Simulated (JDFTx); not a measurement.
Runs of JDFTx 1.7.0 (patched build) on Ta. It takes space group Im-3m (No. 229, cubic). The conventional cell has a = 3.303 Å, b = 3.303 Å, c = 3.303 Å, α = 90.00°, β = 90.00°, γ = 90.00°. Ta (site symmetry m-3m) is surrounded by 8 Ta at 2.86 Å. 

| level | potentials or basis | k mesh | cutoff (eV) | V0 of scaled cells (Å³/atom) | B0 (GPa) |
| --- | --- | --- | --- | --- | --- |
| LDA | PseudoDojo-SR-LDA-0.4.1-standard with smoothed tails | 11 × 11 × 11 | 789 | 17.09 | (a) |
| PBEsol | PseudoDojo-SR-PBEsol-0.4.1-standard with smoothed tails | 11 × 11 × 11 | 789 | 17.64 | 212 |
| RPBE | PseudoDojo-SR-PBE-0.5-standard with smoothed tails | 11 × 11 × 11 | 789 | 18.57 | 185 |
| r2SCAN | SG15-PBE-1.2 with smoothed tails | 9 × 9 × 9 | 1088 | 17.09 | 185 |

Alike in all rows: task equation of state; no spin polarisation; cell as given; smearing fermi-dirac 0.05 eV.

Q: Estimate the missing entries.

A: (a) 229.

Caveats: the potentials were made for another functional, which shifts forces and pressure (some runs).

Runs at the PBE level aren't shown here.
